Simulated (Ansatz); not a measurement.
Crystal: WC.

```xyz
2
Lattice="1.6403 -2.1180 0.0000 1.6403 2.1180 0.0000 0.0000 0.0000 4.3094" Properties=species:S:1:pos:R:3 pbc="T T T"
W     1.6403    0.0000    2.1547
C     0.0000    0.0000    0.0000
```

The cell was built by a generator and needn't be a form met in nature.

Base run:

- Program: Ansatz 0.2.0
- Functional: revPBE
- Potentials or basis: Ansatz PAW
- Cutoff: 420 eV (not typed: the program's choice for these potentials)
- k mesh: 10 × 10 × 6
- Occupations: fermi-dirac, width 0.05 eV
- Spin: no spin polarisation

Its results: band gap on the k mesh none (metal or under the smearing width); pressure -30.3 GPa.

The run is repeated on the same cell with these changes: functional from revPBE to RPBE. What comes out?

Band gap on the k mesh none (metal or under the smearing width); pressure -29.5 GPa.

Caveats: a pressure of tens of GPa on the cell as given is suspect, and the run, the potentials or the cell itself is likely at fault; spin-orbit coupling is left out, which moves the levels of the heavy elements; the PAW data sets come from PBE, with cores solved anew for the run's functional, which leaves a small shift of forces and pressure.
